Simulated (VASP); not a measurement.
## From an Ansatz input to VASP: ZnSe (strained zincblende)

Ansatz input

```yaml
crystal:
  lattice:
    - [0.0, 2.9457175118, 2.6936900735]
    - [2.9457175118, 0.0, 2.6936900735]
    - [2.9457175118, 2.9457175118, 0.0]
  atoms:
    - { symbol: Zn, position: [0.0, 0.0, 0.0] }
    - { symbol: Se, position: [0.25, 0.25, 0.25] }
kpoints:
  mp_grid: { grid: [8, 8, 8] }
  band_path:
    path:
      - [0.0, 0.0, 0.0]
      - [-0.5, -0.5, 0.0]
      - [-0.375, -0.375, 0.25]
      - [-0.375, 0.0, 0.375]
      - [0.0, 0.0, 0.5]
      - [-0.5, -0.25, 0.25]
    npoints: 1
hamiltonian:
  xc: r2scan
scf:
  occupations: { method: fixed }
  n_extra_bands: 4
output:
  forces: true
  stress: true
  eigenvalues: true
```

Task: Write VASP inputs for this cell and level of theory.

Result: 

INCAR

```
PREC = Accurate
NBANDS = 16
IBRION = -1
ALGO = Normal
LCHARG = .FALSE.
LWAVE = .FALSE.
NELM = 120
LASPH = .TRUE.
NSW = 0
EDIFF = 1E-7
ENCUT = 520
METAGGA = R2SCAN
ISMEAR = 0
SIGMA = 0.01
ISIF = 2
LREAL = .FALSE.
```

KPOINTS

```
KPOINTS created by Atomic Simulation Environment
0
Gamma
8 8 8
0 0 0
```

KPOINTS_OPT

```
special points
6
Reciprocal
0.0000000000 0.0000000000 0.0000000000 1
-0.5000000000 -0.5000000000 0.0000000000 1
-0.3750000000 -0.3750000000 0.2500000000 1
-0.3750000000 0.0000000000 0.3750000000 1
0.0000000000 0.0000000000 0.5000000000 1
-0.5000000000 -0.2500000000 0.2500000000 1
```

POSCAR

```
Zn Se
 1.0000000000000000
     0.0000000000000000    2.9457175117999999    2.6936900735000000
     2.9457175117999999    0.0000000000000000    2.6936900735000000
     2.9457175117999999    2.9457175117999999    0.0000000000000000
 Zn  Se
   1   1
Cartesian
  0.0000000000000000  0.0000000000000000  0.0000000000000000
  1.4728587558999999  1.4728587558999999  1.3468450367500002
```

VASP ran with the recommended PBE PAW datasets (18 valence electrons in the cell). Other inputs would serve too.

|  | Ansatz | VASP |
| --- | --- | --- |
| gap between bands v and c | 1.54 eV | 1.54 eV |
| least direct gap | 1.54 eV | 1.54 eV |
| pressure | -1.9 GPa | -1.8 GPa |

Each program uses its own PAW datasets. VASP's cell holds 18 valence electrons and Ansatz's 28. Ansatz's stress includes a Pulay correction; VASP's doesn't.
